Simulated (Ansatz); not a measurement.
A 2-atom cell of KI started from a crystallographic database (r2SCAN geometry), in Ansatz:

```cif
data_structure
_symmetry_space_group_name_H-M 'P 1'
_symmetry_Int_Tables_number 1
_cell_length_a 5.0128
_cell_length_b 5.0128
_cell_length_c 5.0128
_cell_angle_alpha 60.000
_cell_angle_beta 60.000
_cell_angle_gamma 60.000
_cell_volume 89.07
loop_
_atom_site_label
_atom_site_type_symbol
_atom_site_fract_x
_atom_site_fract_y
_atom_site_fract_z
_atom_site_occupancy
K1 K 0.00000 0.00000 0.00000 1
I1 I 0.50000 0.50000 0.50000 1
```

G0W0@PBE with 488 empty bands, a screening cutoff of 180 eV and a 4×4×4 mesh (PAW, contour deformation) gives 6.120 eV over the mesh points, from a PBE gap of 3.943 eV; it sums over 501 bands with 531 plane waves in the screening and a wave cutoff of 420 eV. G0W0 here is at a finite number of bands, screening cutoff and k mesh, not at the basis limit. Spin-unpolarised throughout; all numbers are computed.

Q: Estimate the gap with potentials of the kind norm-conserving.

A: 6.010 eV (-0.110 eV), from a Kohn-Sham gap of 3.940 eV.

Q: Estimate the gap with starting point r2SCAN.

A: 6.463 eV (+0.343 eV), from a Kohn-Sham gap of 4.585 eV.

Spin-orbit coupling is left out, which matters wherever the heavy atoms make up the band edges.
